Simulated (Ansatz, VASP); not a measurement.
This is a calculation of Te2Mo for Ansatz 0.2.0.

File input.yaml:

```yaml
crystal:
  lattice:
    - [6.3616090156, 0.0, 0.0]
    - [0.0, 3.48040306, 0.0]
    - [-0.0857412231, 0.0, 36.1758904685]
  atoms:
    - { symbol: Te, position: [0.4292511, 0.75, 0.54070358] }
    - { symbol: Te, position: [0.5707489, 0.25, 0.45929642] }
    - { symbol: Te, position: [0.92084787, 0.25, 0.55652732] }
    - { symbol: Te, position: [0.07915213, 0.75, 0.44347268] }
    - { symbol: Mo, position: [0.18134756, 0.25, 0.49746537] }
    - { symbol: Mo, position: [0.81865244, 0.75, 0.50253463] }
hamiltonian:
  xc: pbe
  pseudopotentials: { kind: paw }
kpoints:
  mp_grid: { grid: [4, 8, 1] }
scf:
  occupations: { method: gaussian, width: 0.012 }
output:
  forces: true
  stress: true
  eigenvalues: true
```

Potentials or basis: Ansatz PAW.

The run is started by

```bash
$ ansatz run input.yaml --threads 2 --pin off --max-ram 5632MiB --backend cpu --events-out ev --progress --plain --runs-dir out
```

**Question.** Set up the same calculation for VASP 6.6.1. Potentials there: VASP PAW PBE potentials, release 64 (Te, Mo_sv).

**Answer.** As run (the cutoff follows the program's own potentials):

File INCAR:

```
SYSTEM = Te2Mo
PREC = Accurate ; ENCUT = 520
EDIFF = 1E-6 ; ISMEAR = 0
SIGMA = 0.012 ; LREAL = .False.
LASPH = .True. ; NELM = 80
ALGO = Fast ; ISIF = 2
LWAVE = .False. ; LCHARG = .False.
GGA = PE ; NBANDS = 35
```

KPOINTS

```
Automatic mesh
0
Gamma
  4 8 1
  0 0 0
```

POSCAR

```
Te2Mo
1.0
    6.3616090156      0.0000000000      0.0000000000
    0.0000000000      3.4804030600      0.0000000000
   -0.0857412231      0.0000000000     36.1758904685
Te Mo
4 2
Direct
    0.4292511000      0.7500000000      0.5407035800
    0.5707489000      0.2500000000      0.4592964200
    0.9208478700      0.2500000000      0.5565273200
    0.0791521300      0.7500000000      0.4434726800
    0.1813475600      0.2500000000      0.4974653700
    0.8186524400      0.7500000000      0.5025346300
```

Potentials or basis: VASP PAW PBE potentials, release 64 (Te, Mo_sv).

The run is started by

```console
$ cat potpaw_PBE.64/Te/POTCAR potpaw_PBE.64/Mo_sv/POTCAR > POTCAR
$ mpirun -np 1 vasp_std > vasp.out
```

Both were run:

|  | VASP | Ansatz | Ansatz less VASP |
| --- | --- | --- | --- |
| gap on the k mesh at the Fermi level (eV) | none | none | - |
| rms of the force components (eV/Å) | 0.095 | 0.090 | -0.0043 |

Atom by atom the forces differ by 0.006 eV/Å (rms over components). A gap of «none» marks a metal or a gap that the smearing closes. The two sets of potentials don't hold the same shells in valence.

Spin-orbit coupling is left out, which matters for the levels of Te.
